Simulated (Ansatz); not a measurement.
GaN under changes of volume

One of the cells (11.310 Å³/atom); the others are scaled copies at fixed shape and fractional positions:

```
CELL_PARAMETERS angstrom
3.18000 0.00000 0.00000
-1.59000 2.75396 0.00000
0.00000 0.00000 5.16600
ATOMIC_POSITIONS crystal
Ga 0.66667 0.33333 0.50000
Ga 0.33333 0.66667 0.00000
N 0.66667 0.33333 0.87500
N 0.33333 0.66667 0.37500
```

```yaml
Program: Ansatz 0.2.0
Functional: PBEsol
Dispersion: D3(BJ)
Potentials_or_basis: Ansatz PAW
Cutoff: "420 eV (not typed: the program's choice for these potentials)"
k_mesh: 10 × 10 × 5
Occupations: fermi-dirac, width 0.05 eV
Spin: no spin polarisation
```

```csv
volume (Å³/atom),energy over the lowest point (meV/atom),pressure (GPa),gap on the mesh (eV),largest force (eV/Å)
10.632,17.64,11.1,2.32,0.151
10.858,5.53,6.2,2.18,0.145
11.084,0.00,1.8,2.04,0.139
11.310,0.32,-2.2,1.91,0.134
11.537,?,?,?,?
11.763,16.31,-8.9,1.65,0.123
11.989,30.89,-11.7,1.52,0.118
```

Problem. What does the run at 11.537 Å³/atom give?

Solution. Energy over the lowest point 5.95 meV/atom; pressure -5.7 GPa; gap on the mesh 1.78 eV; largest force 0.128 eV/Å.

Worked out: A Birch-Murnaghan fit of order 3 (a polynomial in V^(-2/3)) to the other rows has its minimum at 11.18 Å³/atom with B0 = V·E''(V) = 196 GPa and B' = 4.4 at fixed shape and positions, which overstates the stiffness. It gives 5.96 meV/atom at 11.537 Å³/atom, against the run's 5.95, and -dE/dV = -5.7 GPa, against -5.7. A straight line through the other rows of the gap, of slope -6.64 eV per unit of ln V (its deformation potential), gives 1.78 eV, against the run's 1.78.

Energies are extrapolated to zero smearing.

Caveats: odd divisions of the mesh miss points on the zone boundary, where band edges often lie, so the gap on the mesh can be too wide; the PAW data sets come from PBE, with cores solved anew for the run's functional, which leaves a small shift of forces and pressure.

Spin-orbit coupling on Ga is left out.
